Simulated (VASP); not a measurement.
# Sn (Fd-3m) in VASP: settings compared, part 2 of 2

VASP 6.6.1. Earlier steps stand in the parts before.

### Step 4. Relaxation of cell and atoms, PBEsol

INCAR reads:

```
PREC     = Accurate       # precision mode
ENCUT    = 600            # plane-wave cutoff, eV
EDIFF    = 1E-6           # SCF threshold, eV
ISMEAR   = 0              # smearing method
SIGMA    = 0.03           # smearing width, eV
LREAL    = False          # projectors in reciprocal space
LASPH    = True           # aspherical terms in the spheres
NELM     = 80             # most SCF steps
ALGO     = Normal         # electronic algorithm
ISIF     = 3              # what is computed and relaxed
LWAVE    = False          # write WAVECAR
LCHARG   = False          # write CHGCAR
GGA      = PS             # functional
IBRION   = 2              # ionic algorithm
NSW      = 90             # ionic steps
EDIFFG   = -0.01          # ionic threshold
```

KPOINTS reads:

```
Automatic mesh
0
Gamma
  10 10 10
```

POSCAR reads:

```
Sn
1.0
    0.0000000000      3.2333428000      3.2333428000
    3.2333428000      0.0000000000      3.2333428000
    3.2333428000      3.2333428000      0.0000000000
Sn
2
Direct
    0.0000000000      0.0000000000      0.0000000000
    0.2500000000      0.2500000000      0.2500000000
```

Potentials or basis: VASP PAW PBE potentials, release 64 (Sn_d).

Command:

```bash
$ cat potpaw_PBE.64/Sn_d/POTCAR > POTCAR
$ mpirun -np 1 vasp_std > vasp.out
```

OUTCAR:

```text
PREC = Accurate
   ENCUT = 600
   EDIFF = 1E-6
   ISMEAR = 0
   LREAL = False
   LASPH = True
   NELM = 80
   ISIF = 3
   GGA = PS
   IBRION = 2
   NSW = 90
   EDIFFG = -0.01

 ion  position               nearest neighbor table
   1  0.000  0.000  0.000-   2 2.80   2 2.80   2 2.80   2 2.80
   2  0.250  0.250  0.250-   1 2.80   1 2.80   1 2.80   1 2.80

  LATTYP: Found a face centered cubic cell.
 ALAT       =     6.4666856000

  Lattice vectors:

 A1 = (   0.0000000000,   3.2333428000,   3.2333428000)
 A2 = (   3.2333428000,   0.0000000000,   3.2333428000)
 A3 = (   3.2333428000,   3.2333428000,   0.0000000000)

Analysis of symmetry for initial positions (statically):
=====================================================================
 Subroutine PRICEL returns:
 Original cell was already a primitive cell.

 Routine SETGRP: Setting up the symmetry group for a
 face centered cubic supercell.

 Subroutine GETGRP returns: Found 48 space group operations
 (whereof 24 operations were pure point group operations)
 out of a pool of 48 trial point group operations.

The static configuration has the point symmetry T_d .
 The point group associated with its full space group is O_h .

Analysis of symmetry for dynamics (positions and initial velocities):
=====================================================================
 Subroutine PRICEL returns:
 Original cell was already a primitive cell.

 Routine SETGRP: Setting up the symmetry group for a
 face centered cubic supercell.

 Subroutine GETGRP returns: Found 48 space group operations
 (whereof 24 operations were pure point group operations)
 out of a pool of 48 trial point group operations.

The dynamic configuration has the point symmetry T_d .
 The point group associated with its full space group is O_h .

 Subroutine INISYM returns: Found 48 space group operations
 (whereof 24 operations are pure point group operations),
[... 126 lines left out ...]
   LRPA    =     F    only Hartree local field effects (RPA)
 conjugate gradient relaxation of ions
 non-spin polarized calculation
 Gauss-broadening in eV      SIGMA  =   0.03
  energy-cutoff  :      600.00
  volume of cell :       67.61
 maximum number of plane-waves:      2279
 NGX is ok and might be reduce to    40
   NGX = 19   NGY = 19   NGZ = 19

--------------------------------------- Ionic step        1  -------------------------------------------

 number of electron      28.0000005 magnetization

 Free energy of the ion-electron system (eV)
  ---------------------------------------------------
  ext. energy  EPLUGINS =         0.00000000
  ---------------------------------------------------
  free energy    TOTEN  =        -8.45316447 eV

  energy without entropy =       -8.45309432  energy(sigma->0) =       -8.45312940

------------------------ aborting loop because EDIFF is reached ----------------------------------------

  FORCE on cell =-STRESS in cart. coord.  units (eV):
  Direction    XX          YY          ZZ          XY          YZ          ZX
  --------------------------------------------------------------------------------------
  -------------------------------------------------------------------------------------
  Total        0.6209365      0.6209365      0.6209365      0.0000000     -0.0000000      0.0000000
  in kB       14.7154163     14.7154163     14.7154163      0.0000000     -0.0000000      0.0000000
  external PRESSURE =      14.7154163 kB  Pullay stress =       0.0000000 kB
[... 59 lines left out ...]
--------------------------------------- Ionic step        3  -------------------------------------------

 number of electron      28.0000003 magnetization

 Free energy of the ion-electron system (eV)
  ---------------------------------------------------
  ext. energy  EPLUGINS =         0.00000000
  ---------------------------------------------------
  free energy    TOTEN  =        -8.46304511 eV

  energy without entropy =       -8.46283448  energy(sigma->0) =       -8.46293979

 E-fermi :   5.1834     XC(G=0):  -8.9695

 val. band max:        5.1576733782   @ k =   0.1000   0.0000   0.0000
 cond. band min:       5.2192190411   @ k =   0.4000   0.0000   0.0000
 fundamental gap:      0.0615456629
 Fermi energy:         5.1834320270

 k-point     1 :       0.0000    0.0000    0.0000
  band No.  band energies     occupation
      1     -16.2969      2.00000
      2     -16.2969      2.00000
      3     -16.2969      2.00000
      4     -16.2395      2.00000
      5     -16.2395      2.00000
      6     -15.9454      2.00000
[... 481 lines left out ...]
      5     -16.1237      2.00000
      6     -16.0977      2.00000
[... 10 lines left out ...]
     17      10.6081      0.00000
     18      11.1023      0.00000

 [... further k-points ...]

------------------------ aborting loop because EDIFF is reached ----------------------------------------

  FORCE on cell =-STRESS in cart. coord.  units (eV):
  Direction    XX          YY          ZZ          XY          YZ          ZX
  --------------------------------------------------------------------------------------
  -------------------------------------------------------------------------------------
  Total       -0.0019577     -0.0019577     -0.0019577      0.0000000      0.0000000      0.0000000
  in kB       -0.0449095     -0.0449095     -0.0449095      0.0000000      0.0000000      0.0000000
  external PRESSURE =      -0.0449095 kB  Pullay stress =       0.0000000 kB
[... 17 lines left out ...]
  FREE ENERGIE OF THE ION-ELECTRON SYSTEM (eV)
  ---------------------------------------------------
  free  energy   TOTEN  =        -8.4630451061 eV

  energy  without entropy=       -8.4628344790  energy(sigma->0) =       -8.46293979

 reached required accuracy - stopping structural energy minimisation
```

OSZICAR:

```text
N       E                     dE             d eps       ncg     rms          rms(c)
DAV:   1     0.212685377443E+03    0.21269E+03   -0.16277E+04  1692   0.243E+03
DAV:   2     0.115917140045E+02   -0.20109E+03   -0.19907E+03  1694   0.463E+02
DAV:   3    -0.791295213531E+01   -0.19505E+02   -0.19386E+02  1904   0.150E+02
DAV:   4    -0.853728392187E+01   -0.62433E+00   -0.62346E+00  1932   0.290E+01
[... 21 lines left out ...]
DAV:   3    -0.846347194127E+01    0.82145E-02   -0.25159E-02  2192   0.265E+00    0.736E-02
DAV:   4    -0.846307046018E+01    0.40148E-03   -0.10228E-03  1840   0.417E-01    0.185E-02
DAV:   5    -0.846304666615E+01    0.23794E-04   -0.52729E-05  2360   0.783E-02    0.875E-03
DAV:   6    -0.846304451127E+01    0.21549E-05   -0.58523E-06  1714   0.349E-02    0.395E-03
DAV:   7    -0.846304510606E+01   -0.59479E-06   -0.44822E-07   926   0.540E-03
   3 F= -.84630451E+01 E0= -.84629398E+01  d E =-.988063E-02
```

Run time: 2.5 min. Hardware: 1 thread of Intel Xeon Platinum 8488C (Sapphire Rapids), shared host; peak memory 0.27 GiB.

What came out:

```
Free energy                            : -8.4630 eV
Relaxed volume                         : 34.92 Å³/atom
Relaxed cell                           : a = 4.622 Å, b = 4.622 Å, c = 4.622 Å, α = 60.00°, β = 60.00°, γ = 60.00°
Space group after relaxing (to 0.05 Å) : Fd-3m (No. 227)
Energy gained by relaxing              : 4.9 meV/atom
Ionic steps                            : 3
Pressure after relaxing                : 0.0 GPa
Band gap on the k mesh                 : none (metal or under the smearing width)
```

The path:
| step | energy change (eV) | largest force (eV/Å) | pressure (GPa) | volume (Å³) |
| --- | --- | --- | --- | --- |
| 1 | 0.0000 | 0.0000 | 1.47 | 67.61 |
| 2 | -0.0086 | 0.0000 | -0.46 | 70.69 |
| 3 | -0.0099 | 0.0000 | 0.00 | 69.84 |

Final structure:
```
Sn
1.0
     0.00000    3.26858    3.26858
     3.26858    0.00000    3.26858
     3.26858    3.26858    0.00000
Sn
2
Direct
  0.00000 0.00000 0.00000
  0.25000 0.25000 0.25000
```

Levels at points of the mesh, in eV from the Fermi level:
| k point | band 10 | band 11 | band 12 | band 13 | band 14 | band 15 | band 16 | band 17 | band 18 |
| --- | --- | --- | --- | --- | --- | --- | --- | --- | --- |
| (0.00, 0.00, 0.00) | -21.12 | -10.41 | -0.77 | 0.16 | 0.16 | 0.16 | 2.22 | 2.22 | 2.22 |
| (0.50, 0.00, 0.00) | -21.08 | -8.83 | -6.16 | -1.01 | -1.01 | -0.03 | 3.28 | 3.28 | 5.62 |
| (0.50, 0.50, 0.00) | -21.06 | -7.38 | -7.38 | -2.32 | -2.32 | 0.86 | 0.86 | 7.65 | 7.65 |

Caveat: the PAW data sets were made with another functional, which shifts forces and pressure a little. Zero-point motion and thermal expansion aren't in these numbers.
